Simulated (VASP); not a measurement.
# FeO (R-3m) in VASP: notebook

The runs below take FeO through single point, with PBE+U, r2SCAN+U.

Everything below comes from runs of VASP 6.6.1. Logs are shortened: lines on timing, memory, paths and dates and some standing lists are left out, and cuts for length are marked.

## Step 1: The structure

It takes space group R-3m (No. 166, trigonal). Conventional cell: a = 3.035 Å, b = 3.035 Å, c = 7.547 Å, α = 90.00°, β = 90.00°, γ = 120.00°. Around Fe (site symmetry -3m) lie 6 O at 2.16 Å. O (site symmetry -3m) is surrounded by 6 Fe at 2.16 Å.

## Step 2: Single point, PBE+U, collinear spin, ferromagnetic start

Contents of INCAR:

```
SYSTEM = FeO
ALGO = Normal
EDIFF = 1E-6
ENCUT = 520
GGA = PE
ISIF = 2
ISMEAR = 0
ISPIN = 2
LASPH = .True.
LCHARG = .False.
LDAU = .True.
LDAUJ = 0 0
LDAUL = 2 -1
LDAUPRINT = 1
LDAUTYPE = 2
LDAUU = 5 0
LMAXMIX = 4
LORBIT = 11
LREAL = .False.
LWAVE = .False.
MAGMOM = 3 0
NELM = 100
NUPDOWN = 4
PREC = Accurate
SIGMA = 0.05
```

Contents of KPOINTS:

```
k-points
0
Gamma
  8 8 8
  0 0 0
```

Contents of POSCAR:

```
FeO
1.0
    1.5176821100      0.8762341800      2.5157945800
   -1.5176821100      0.8762341800      2.5157945800
    0.0000000000     -1.7524683500      2.5157945800
Fe O
1 1
Direct
    0.0000000000      0.0000000000      0.0000000000
    0.5000000000      0.5000000000      0.5000000000
```

Potentials or basis: VASP PAW PBE potentials, release 64 (Fe, O).

Run with:

```console
$ cat potpaw_PBE.64/Fe/POTCAR potpaw_PBE.64/O/POTCAR > POTCAR
$ mpirun -np 1 vasp_std > vasp.out
```

OUTCAR:

```text
SYSTEM = FeO
   EDIFF = 1E-6
   ENCUT = 520
   GGA = PE
   ISIF = 2
   ISMEAR = 0
   ISPIN = 2
   LASPH = .True.
   LORBIT = 11
   LREAL = .False.
   NELM = 100
   NUPDOWN = 4
   PREC = Accurate

 ion  position               nearest neighbor table
   1  0.000  0.000  0.000-   2 2.16   2 2.16   2 2.16   2 2.16   2 2.16   2 2.16
   2  0.500  0.500  0.500-   1 2.16   1 2.16   1 2.16   1 2.16   1 2.16   1 2.16

  LATTYP: Found a trigonal (rhomboedric) cell.
 ALAT       =     3.0660019070
 COS(alpha) =     0.5099427872

  Lattice vectors:

 A1 = (   1.5176821100,   0.8762341800,   2.5157945800)
 A2 = (  -1.5176821100,   0.8762341800,   2.5157945800)
 A3 = (   0.0000000000,  -1.7524683500,   2.5157945800)

Analysis of symmetry for initial positions (statically):
=====================================================================
 Subroutine PRICEL returns:
 Original cell was already a primitive cell.

 Routine SETGRP: Setting up the symmetry group for a
 trigonal (rhombohedral) supercell.

 Subroutine GETGRP returns: Found 12 space group operations
 (whereof 12 operations were pure point group operations)
 out of a pool of 12 trial point group operations.

The static configuration has the point symmetry D_3d.

Analysis of symmetry for dynamics (positions and initial velocities):
=====================================================================
 Subroutine PRICEL returns:
 Original cell was already a primitive cell.

 Routine SETGRP: Setting up the symmetry group for a
 trigonal (rhombohedral) supercell.

 Subroutine GETGRP returns: Found 12 space group operations
 (whereof 12 operations were pure point group operations)
 out of a pool of 12 trial point group operations.

The dynamic configuration has the point symmetry D_3d.

Analysis of structural, dynamic, and magnetic symmetry:
=====================================================================
 Subroutine PRICEL returns:
 Original cell was already a primitive cell.

 Routine SETGRP: Setting up the symmetry group for a
 trigonal (rhombohedral) supercell.

 Subroutine GETGRP returns: Found 12 space group operations
 (whereof 12 operations were pure point group operations)
 out of a pool of 12 trial point group operations.

The overall configuration has the point symmetry D_3d.

 Subroutine INISYM returns: Found 12 space group operations
 (whereof 12 operations are pure point group operations),
 and found     1 'primitive' translations

----------------------------------------------------------------------------------------

                                     Primitive cell

  volume of cell :      20.0737

  direct lattice vectors                    reciprocal lattice vectors
     1.517682110  0.876234180  2.515794580     0.329449755  0.190207905  0.132496244
    -1.517682110  0.876234180  2.515794580    -0.329449755  0.190207905  0.132496244
     0.000000000 -1.752468350  2.515794580     0.000000000 -0.380415809  0.132496245

  length of vectors
     3.066001907  3.066001907  3.066001906     0.402829298  0.402829298  0.402829297

  position of ions in fractional coordinates (direct lattice)
     0.000000000  0.000000000  0.000000000
     0.500000000  0.500000000  0.500000000

  ion indices of the primitive-cell ions
   primitive index   ion index
                 1           1
                 2           2

----------------------------------------------------------------------------------------

 KPOINTS: k-points

Automatic generation of k-mesh.
 Grid dimensions read from file:
 generate k-points for:    8    8    8
[... 70 lines left out ...]
   ISIF   =      2    stress and relaxation
   ISYM   =      2    0-nonsym 1-usesym 2-fastsym
   POTIM  = 0.5000    time-step for ionic-motion
   TEBEG  =    0.0;   TEEND  =   0.0 temperature during run
   PSTRESS=    0.0 pullay stress
   NELECT =      14.0000    total number of electrons
   NUPDOWN=       4.0000    fix difference up-down
   EMIN   =  10.00;   EMAX   =-10.00  energy-range for DOS
   EFERMI =   0.00;   METHOD = LEGACY
   ISMEAR =     0;   SIGMA  =   0.05  broadening in eV -4-tet -1-fermi 0-gaus
   EFERMI_NEDOS =   21; number of points for ismear=-14 and -15
   IALGO  =     38    algorithm
   IMIX   =      4    mixing-type and parameters
     AMIX     =   0.40;   BMIX     =  1.00
     AMIX_MAG =   1.60;   BMIX_MAG =  1.00
  volume/ion in A,a.u.               =      10.04        67.73
  Fermi-wavevector in a.u.,A,eV,Ry     =   1.451805  2.743514 28.677524  2.107739
  Thomas-Fermi vector in A             =   2.569260
   LORBIT       =     11    0 simple, 1 ext, 2 COOP (PROOUT), +10 PAW based schemes
 LDA+U is selected, type is set to LDAUTYPE =  2
   angular momentum for each species LDAUL =     2   -1
   U (eV)           for each species LDAUU =   5.0  0.0
   J (eV)           for each species LDAUJ =   0.0  0.0
   GGA     = PE    functional components
   LHFCALC =     F    Hartree Fock is set to
   AEXX    =    0.0000 exact exchange contribution
   IVDW    =     0    specifies the selected vdW correction
   LEPSILON=     F    determine dielectric tensor
   LRPA    =     F    only Hartree local field effects (RPA)
 spin polarized calculation
 Gauss-broadening in eV      SIGMA  =   0.05
  energy-cutoff  :      520.00
  volume of cell :       20.07
 maximum number of plane-waves:       552
   NGX = 11   NGY = 11   NGZ = 11

atom =   1  type =  1  l = 2

 onsite density matrix

spin component  1

  0.9880 -0.0000  0.0000 -0.0232  0.0000
 -0.0000  1.0053  0.0000 -0.0000 -0.0232
  0.0000  0.0000  0.9721  0.0000  0.0000
 -0.0232 -0.0000  0.0000  1.0053 -0.0000
  0.0000 -0.0232  0.0000 -0.0000  0.9880

spin component  2

  0.2466  0.0000  0.0000  0.0978  0.0000
  0.0000  0.1677  0.0000 -0.0000  0.0978
  0.0000  0.0000  0.3132 -0.0000  0.0000
  0.0978 -0.0000 -0.0000  0.1677 -0.0000
  0.0000  0.0978  0.0000 -0.0000  0.2466

 occupancies and eigenvectors

  o =  0.1016  v =  0.0000  0.0000  0.0000  0.0000  0.0000 -0.5595  0.0000  0.0000  0.8289  0.0000      0.0000  0.0000  0.0000  0.0000  0.0000  0.0000  0.0000  0.0000  0.0000  0.0000
  o =  0.1016  v =  0.0000  0.0000  0.0000  0.0000  0.0000  0.0000  0.8289 -0.0000  0.0000 -0.5595      0.0000  0.0000  0.0000  0.0000  0.0000  0.0000  0.0000  0.0000  0.0000  0.0000
  o =  0.3126  v =  0.0000  0.0000  0.0000  0.0000  0.0000  0.0000 -0.5595  0.0000  0.0000 -0.8289      0.0000  0.0000  0.0000  0.0000  0.0000  0.0000  0.0000  0.0000  0.0000  0.0000
  o =  0.3126  v =  0.0000  0.0000  0.0000  0.0000  0.0000 -0.8289  0.0000 -0.0000 -0.5595 -0.0000      0.0000  0.0000  0.0000  0.0000  0.0000  0.0000  0.0000  0.0000  0.0000  0.0000
  o =  0.3132  v =  0.0000  0.0000  0.0000  0.0000  0.0000  0.0000 -0.0000 -1.0000  0.0000 -0.0000      0.0000  0.0000  0.0000  0.0000  0.0000  0.0000  0.0000  0.0000  0.0000  0.0000
  o =  0.9719  v =  0.0000 -0.5703  0.0000 -0.0000 -0.8214  0.0000  0.0000  0.0000  0.0000  0.0000      0.0000  0.0000  0.0000  0.0000  0.0000  0.0000  0.0000  0.0000  0.0000  0.0000
  o =  0.9719  v = -0.8214 -0.0000  0.0000 -0.5703  0.0000  0.0000  0.0000  0.0000  0.0000  0.0000      0.0000  0.0000  0.0000  0.0000  0.0000  0.0000  0.0000  0.0000  0.0000  0.0000
  o =  0.9721  v =  0.0000 -0.0000 -1.0000 -0.0000 -0.0000  0.0000  0.0000  0.0000  0.0000  0.0000      0.0000  0.0000  0.0000  0.0000  0.0000  0.0000  0.0000  0.0000  0.0000  0.0000
  o =  1.0215  v =  0.5703 -0.0000  0.0000 -0.8214  0.0000  0.0000  0.0000  0.0000  0.0000  0.0000      0.0000  0.0000  0.0000  0.0000  0.0000  0.0000  0.0000  0.0000  0.0000  0.0000
  o =  1.0215  v =  0.0000 -0.8214  0.0000  0.0000  0.5703  0.0000  0.0000  0.0000  0.0000  0.0000      0.0000  0.0000  0.0000  0.0000  0.0000  0.0000  0.0000  0.0000  0.0000  0.0000

 number of electron      13.9999999 magnetization       3.9999963

 Free energy of the ion-electron system (eV)
  ---------------------------------------------------
  ext. energy  EPLUGINS =         0.00000000
  ---------------------------------------------------
  free energy    TOTEN  =       -12.51086907 eV

  energy without entropy =      -12.50928508  energy(sigma->0) =      -12.51007708

 E-fermi :   6.8293     XC(G=0): -12.1360

 val. band max:        6.7984186244   @ k =  -0.3750   0.3750   0.2500
 cond. band min:       6.3522059481   @ k =   0.0000   0.0000   0.0000
 fundamental gap:     -0.4462126763
 Fermi energy:         4.9113014003

 spin component 1

 k-point     1 :       0.0000    0.0000    0.0000
  band No.  band energies     occupation
      1     -14.2707      1.00000
      2      -0.3898      1.00000
      3      -0.3898      1.00000
      4      -0.2692      1.00000
      5      -0.2177      1.00000
      6      -0.2177      1.00000
      7       2.6119      1.00000
      8       2.7095      1.00000
      9       2.7095      1.00000
     10       6.3522      0.00000
     11      21.2271      0.00000
     12      21.6079      0.00000
[... 745 lines left out ...]
      2      -0.2954      1.00000
      3       1.6452      1.00000
      4       1.9534      1.00000
      5       6.7027      0.99983
      6       6.7055      0.99977
      7       7.1575      0.00000
      8       8.7495      0.00000
      9       9.9875      0.00000
     10      10.9534      0.00000
     11      17.1604      0.00000
     12      19.3140      0.00000
     13      21.8363      0.00000

 [... further k-points ...]
[... 5 lines left out ...]
  --------------------------------------------------------------------------------------
  -------------------------------------------------------------------------------------
  Total       -0.0938592     -0.0938592     -0.2348394     -0.0000000     -0.0000000      0.0000000
  in kB       -7.4913496     -7.4913496    -18.7436438     -0.0000000     -0.0000000      0.0000000
  external PRESSURE =     -11.2421143 kB  Pullay stress =       0.0000000 kB

 VOLUME and BASIS-vectors are now :
 -----------------------------------------------------------------------------
  energy-cutoff  :      520.00
  volume of cell :       20.07
      direct lattice vectors                 reciprocal lattice vectors
     1.517682110  0.876234180  2.515794580     0.329449755  0.190207905  0.132496244
    -1.517682110  0.876234180  2.515794580    -0.329449755  0.190207905  0.132496244
     0.000000000 -1.752468350  2.515794580     0.000000000 -0.380415809  0.132496245

 POSITION                                       TOTAL-FORCE (eV/Angst)
 -----------------------------------------------------------------------------------
      0.00000      0.00000      0.00000         0.000000      0.000000      0.000000
      0.00000      0.00000      3.77369        -0.000000     -0.000000      0.000000
 -----------------------------------------------------------------------------------
    total drift:                               -0.000000      0.000000     -0.000000

  FREE ENERGIE OF THE ION-ELECTRON SYSTEM (eV)
  ---------------------------------------------------
  free  energy   TOTEN  =       -12.5108690737 eV

  energy  without entropy=      -12.5092850845  energy(sigma->0) =      -12.51007708

 total charge

# of ion       s       p       d       tot
------------------------------------------
    1        0.293   0.367   6.077   6.737
    2        1.552   3.463   0.000   5.014
--------------------------------------------------
tot          1.845   3.829   6.077  11.751

 magnetization (x)

# of ion       s       p       d       tot
------------------------------------------
    1        0.025   0.020   3.811   3.856
    2        0.020   0.165   0.000   0.184
--------------------------------------------------
tot          0.045   0.185   3.811   4.041
```

Run time: 25 s. Hardware: 1 thread of AMD EPYC 9R45 (Zen 5), shared host; peak memory 0.14 GiB.

What came out:

- Free energy: -12.5109 eV
- Pressure: -1.1 GPa
- Net moment: 4.00 μB per cell
- Site moments: Fe +3.86; O +0.18 μB
- Valence electrons inside the program's atomic spheres: Fe 6.74; O 5.01

Eigenvalues of the final occupation matrices:
```
    site  spin  trace               eigenvalues
site 1 d     1   4.96  0.97 0.97 0.97 1.02 1.02
site 1 d     2   1.14  0.10 0.10 0.31 0.31 0.31
```

Caveat: the total moment is fixed, so each spin has its own Fermi level; a cell with one magnetic atom can't hold antiferromagnetic order, which such compounds often take. The state reached can hang on the start; a lower one may exist.

## Step 3: Single point, r2SCAN+U, collinear spin, ferromagnetic start

Contents of INCAR:

```
SYSTEM = FeO
PREC = Accurate ; ENCUT = 520
EDIFF = 1E-6 ; ISMEAR = 0
SIGMA = 0.05 ; LREAL = .FALSE.
LASPH = .TRUE. ; NELM = 100
ALGO = Normal ; ISIF = 2
LWAVE = .FALSE. ; LCHARG = .TRUE.
ISPIN = 2 ; MAGMOM = 3 0
LORBIT = 11 ; LMAXMIX = 4
LDAU = .TRUE. ; LDAUTYPE = 2
LDAUL = 2 -1 ; LDAUU = 8 0
LDAUJ = 0 0 ; LDAUPRINT = 1
METAGGA = R2SCAN ; LMIXTAU = .TRUE.
LELF = .TRUE. ; LVHAR = .TRUE.
NBANDS = 18
```

Contents of KPOINTS:

```
regular mesh
0
G
  8 8 8
  0 0 0
```

POSCAR is that of step 2.

Potentials or basis: VASP PAW PBE potentials, release 64 (Fe, O).

Run with:

```console
$ cat potpaw_PBE.64/Fe/POTCAR potpaw_PBE.64/O/POTCAR > POTCAR
$ mpirun -np 1 vasp_std > vasp.out
```

Run time: 65 s. Hardware: 1 thread of Intel Xeon 6975P-C (Granite Rapids), shared host; peak memory 0.18 GiB.

It converged, with:

* Free energy: -21.2777 eV
* Pressure: 1.4 GPa
* Band gap on the k mesh: 2.67 eV, indirect (least direct gap 3.80 eV)
* Net moment: 4.00 μB per cell
* Site moments: Fe +3.95; O +0.07 μB
* Valence electrons inside the program's atomic spheres: Fe 6.84; O 5.07

Stress tensor (GPa, compression positive):
```
 5.28  0.00  0.00
 0.00  5.28  0.00
 0.00  0.00 -6.41
```

Levels at points of the mesh, in eV from the valence-band top:
Spin up:
| k point | band 5 | band 6 | band 7 | band 8 | band 9 | band 10 | band 11 | band 12 | band 13 | band 14 |
| --- | --- | --- | --- | --- | --- | --- | --- | --- | --- | --- |
| (0.00, 0.00, 0.00) | -6.23 | -4.84 | -1.51 | -1.36 | -1.36 | 2.67 | 16.44 | 16.44 | 16.70 | 18.19 |
| (0.50, 0.00, 0.00) | -6.13 | -4.51 | -3.48 | -0.03 | 0.00 | 6.59 | 11.29 | 15.08 | 15.44 | 19.71 |
| (0.50, 0.50, 0.00) | -5.43 | -5.15 | -4.18 | -2.70 | -2.59 | 7.75 | 10.79 | 11.80 | 17.77 | 17.90 |
| (0.50, 0.50, 0.50) | -5.76 | -5.76 | -2.71 | -0.09 | -0.09 | 7.09 | 10.95 | 15.50 | 15.50 | 20.92 |
Spin down:
```csv
k point,band 3,band 4,band 5,band 6,band 7,band 8
"(0.00, 0.00, 0.00)",-1.33,-1.13,-1.13,3.82,5.46,5.46
"(0.50, 0.00, 0.00)",-3.02,-2.17,-0.74,6.74,6.94,7.48
"(0.50, 0.50, 0.00)",-2.48,-2.30,-2.09,4.93,6.80,7.56
"(0.50, 0.50, 0.50)",-2.23,-2.23,-0.64,6.99,6.99,7.71
```

Eigenvalues of the final occupation matrices:
| site | spin | trace | eigenvalues |
| --- | --- | --- | --- |
| site 1 d | 1 | 5.06 | 0.99 0.99 0.99 1.05 1.05 |
| site 1 d | 2 | 1.15 | 0.02 0.02 0.07 0.07 0.98 |

Caveat: the PAW data sets were made with another functional, which shifts forces and pressure a little; a cell with one magnetic atom can't hold antiferromagnetic order, which such compounds often take.

[end of part 1 of 2]
